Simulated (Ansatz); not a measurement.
## Relaxing Si18C17

All numbers below come from DFT PBE, scalar-relativistic, plane waves, PAW (Ansatz). Settings: 420 eV cutoff, 2×2×2 k-mesh, shifted by half a step, Gaussian smearing of 0.01 eV, no spin polarisation.

What was changed: C vacancy (site b), charge +0, atoms relaxed at the host's cell.

In a supercell of 35 atoms the defect feels its periodic images.

Spin polarisation was left out.

Command:

```bash
ansatz run input.yaml --threads 4 --pin off --max-ram 10240MiB --backend cpu --events-out ev --progress --plain --runs-dir out
```

Input:

```yaml
crystal:
  lattice:
    - [0.0, 5.3553911397, 5.0742922929]
    - [-4.6379047741, -2.6776955698, 5.0742922929]
    - [4.6379047741, -2.6776955698, 5.0742922929]
  atoms:
    - { symbol: Si, position: [0.3842216439, 0.7175542706, 0.3839391392] }
    - { symbol: Si, position: [0.7220827913, 0.7220827913, 0.0554161246] }
    - { symbol: Si, position: [0.3887494579, 0.3887494579, 0.7220827913] }
    - { symbol: Si, position: [0.3887494579, 0.0554161246, 0.0554161246] }
    - { symbol: Si, position: [0.7220827913, 0.3887494579, 0.3887494579] }
    - { symbol: Si, position: [0.0554161246, 0.7220827913, 0.7220827913] }
    - { symbol: Si, position: [0.0554161246, 0.3887494579, 0.0554161246] }
    - { symbol: Si, position: [0.7220827913, 0.0554161246, 0.7220827913] }
    - { symbol: Si, position: [0.0554161246, 0.0554161246, 0.3887494579] }
    - { symbol: Si, position: [0.4449150455, 0.796095969, 0.7743618871] }
    - { symbol: Si, position: [0.7767487467, 0.7742149559, 0.4453462757] }
    - { symbol: Si, position: [0.4443050135, 0.4443050135, 0.1109716802] }
    - { symbol: Si, position: [0.443956608, 0.1078563657, 0.4385838831] }
    - { symbol: Si, position: [0.7776383468, 0.4443050135, 0.7776383468] }
    - { symbol: Si, position: [0.1109716802, 0.7776383468, 0.1109716802] }
    - { symbol: Si, position: [0.1109716802, 0.4443050135, 0.4443050135] }
    - { symbol: Si, position: [0.7776383468, 0.1109716802, 0.1109716802] }
    - { symbol: Si, position: [0.1109716802, 0.1109716802, 0.7776383468] }
    - { symbol: C, position: [0.8473616532, 0.8473616532, 0.1806949865] }
    - { symbol: C, position: [0.5140283198, 0.5140283198, 0.8473616532] }
    - { symbol: C, position: [0.5140283198, 0.1806949865, 0.1806949865] }
    - { symbol: C, position: [0.8473616532, 0.5140283198, 0.5140283198] }
    - { symbol: C, position: [0.1806949865, 0.8473616532, 0.8473616532] }
    - { symbol: C, position: [0.1806949865, 0.5140283198, 0.1806949865] }
    - { symbol: C, position: [0.8473616532, 0.1806949865, 0.8473616532] }
    - { symbol: C, position: [0.1806949865, 0.1806949865, 0.5140283198] }
    - { symbol: C, position: [0.2362505421, 0.5695838754, 0.5695838754] }
    - { symbol: C, position: [0.5695838754, 0.5695838754, 0.2362505421] }
    - { symbol: C, position: [0.2362505421, 0.2362505421, 0.9029172087] }
    - { symbol: C, position: [0.2362505421, 0.9029172087, 0.2362505421] }
    - { symbol: C, position: [0.5695838754, 0.2362505421, 0.5695838754] }
    - { symbol: C, position: [0.9029172087, 0.5695838754, 0.9029172087] }
    - { symbol: C, position: [0.9029172087, 0.2362505421, 0.2362505421] }
    - { symbol: C, position: [0.5695838754, 0.9029172087, 0.9029172087] }
    - { symbol: C, position: [0.9029172087, 0.9029172087, 0.5695838754] }
  host:
    lattice:
      - [3.0919365161, 0.0, 0.0]
      - [-1.545968258, 2.6776955698, 0.0]
      - [0.0, 0.0, 5.0742922929]
    atoms:
      - { symbol: Si, position: [0.3333333333, 0.6666666667, 0.4995817072] }
      - { symbol: Si, position: [0.6666666667, 0.3333333333, 0.9995817072] }
      - { symbol: C, position: [0.3333333333, 0.6666666667, 0.8754182928] }
      - { symbol: C, position: [0.6666666667, 0.3333333333, 0.3754182928] }
basis:
  ecutwfc: 420
  xc_grid: 2
kpoints:
  mp_grid: { grid: [2, 2, 2], shift: [0.5, 0.5, 0.5] }
hamiltonian:
  xc: pbe
scf:
  occupations: { method: gaussian, width: 0.01 }
output:
  forces: true
  stress: false
  eigenvalues: true
  charged_corrections:
    defect_position: [0.51402832, 0.84736165, 0.51402832]
    epsilon: [[10.2148, 0.0, 0.0], [0.0, 10.2148, 0.0], [0.0, 0.0, 11.3838]]
  write_density: true
  write_potential: true
  elf: true
  volumetric_format: npy
relax:
  adjacent_minimum: "off"
  f_tol: 0.025
  max_steps: 45
```

F is the free energy.

Steps:

```tsv
step	F − F(1) (eV)	largest force component (eV/Å)
1	0.0000	1.669
2	-0.1686	0.811
3	-0.2282	0.104
4	-0.2305	0.046
5	-0.2315	0.011
```

Relaxed structure:

```cif
data_structure
_symmetry_space_group_name_H-M 'P 1'
_symmetry_Int_Tables_number 1
_cell_length_a 7.3776
_cell_length_b 7.3776
_cell_length_c 7.3776
_cell_angle_alpha 77.901
_cell_angle_beta 77.901
_cell_angle_gamma 77.901
_cell_volume 378.10
loop_
_atom_site_label
_atom_site_type_symbol
_atom_site_fract_x
_atom_site_fract_y
_atom_site_fract_z
_atom_site_occupancy
Si1 Si 0.38932 0.72299 0.38881 1
Si2 Si 0.72176 0.72207 0.05512 1
Si3 Si 0.38844 0.38902 0.72149 1
Si4 Si 0.38839 0.05545 0.05512 1
Si5 Si 0.72174 0.38894 0.38817 1
Si6 Si 0.05533 0.72212 0.72146 1
Si7 Si 0.05490 0.38860 0.05464 1
Si8 Si 0.72230 0.05600 0.72215 1
Si9 Si 0.05526 0.05543 0.38818 1
Si10 Si 0.44658 0.78026 0.77268 1
Si11 Si 0.77267 0.78012 0.44636 1
Si12 Si 0.44310 0.44509 0.11118 1
Si13 Si 0.44644 0.10638 0.44636 1
Si14 Si 0.77756 0.44488 0.77734 1
Si15 Si 0.11139 0.77680 0.11118 1
Si16 Si 0.11146 0.44515 0.44284 1
Si17 Si 0.77752 0.11123 0.11102 1
Si18 Si 0.11120 0.11126 0.77734 1
C1 C 0.84522 0.84794 0.18159 1
C2 C 0.51428 0.51543 0.84502 1
C3 C 0.51424 0.17891 0.18158 1
C4 C 0.84526 0.51536 0.51406 1
C5 C 0.18174 0.84797 0.84500 1
C6 C 0.18000 0.51371 0.17974 1
C7 C 0.84755 0.18124 0.84738 1
C8 C 0.18168 0.17896 0.51407 1
C9 C 0.23584 0.56951 0.56961 1
C10 C 0.56993 0.56935 0.23545 1
C11 C 0.23628 0.23641 0.90244 1
C12 C 0.23566 0.90362 0.23545 1
C13 C 0.56985 0.23636 0.56965 1
C14 C 0.90271 0.56998 0.90242 1
C15 C 0.90269 0.23638 0.23602 1
C16 C 0.56987 0.90357 0.90263 1
C17 C 0.90265 0.90353 0.56965 1
```

The run converged. It took 36 s on 4 threads of Arm Neoverse V1, on a shared host, peak memory 0.97 GiB.